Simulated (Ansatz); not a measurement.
## Deforming CaSe

```yaml
crystal:
  lattice:
    - [0.00000, 2.97024, 2.97024]
    - [2.97024, 0.00000, 2.97024]
    - [2.97024, 2.97024, 0.00000]
  atoms:
    - { symbol: Ca, position: [0.00000, 0.00000, 0.00000] }
    - { symbol: Se, position: [0.50000, 0.50000, 0.50000] }
```

Atom numbers follow the list: Ca1, Se2.

Structure from Materials Project entry mp-1415 (possibly hypothetical), not relaxed further.

Computed with Ansatz 0.2.0, DFT, LDA, all-electron LAPW, scalar-relativistic.

Settings: a Γ-centred 9×9×9 k mesh, Fermi–Dirac smearing of 0.03 eV, basis error target 0.25 meV/atom, no spin polarisation.

The unchanged cell is at -3.73 GPa.

Semilocal functionals give too small gaps.

x, y and z are the Cartesian axes of the cell as listed; fractional coordinates follow a strain, and an engineering shear is twice the off-diagonal strain component.

Task: One change gave: energy change +9 meV/atom; stress change (xx, yy, zz, yz, xz, xy) -1.03, -1.03, 2.82, 0.00, 0.00, 0.00 GPa, compression positive; gap on the k mesh 1.95 → 1.92 eV. Which change was it?
A. z strained by -1 % at fixed volume
B. z strained by -3 % at fixed volume
C. atom 2 (Se) moved by (0.0000, 0.0000, 0.0500) Å

Result: B. For z strained by -1 % at fixed volume: energy change under 1 meV/atom; stress change (xx, yy, zz, yz, xz, xy) -0.37, -0.37, 0.82, 0.00, 0.00, 0.00 GPa, compression positive; gap on the k mesh 1.95 → 1.94 eV. For atom 2 (Se) moved by (0.0000, 0.0000, 0.0500) Å: energy change +2 meV/atom; stress change (xx, yy, zz, yz, xz, xy) -0.01, -0.01, 0.14, 0.00, 0.00, 0.00 GPa, compression positive; change of the force on Se2 (0.000, 0.000, -0.128) eV/Å; gap on the k mesh 1.95 → 1.95 eV.

Task: What force constant does this one finite step give for Se2 along its displacement (all its periodic images move with it)?

Result: k = −ΔF·u/|u|² = 2.56 eV/Å², so the force pulls the atom back.
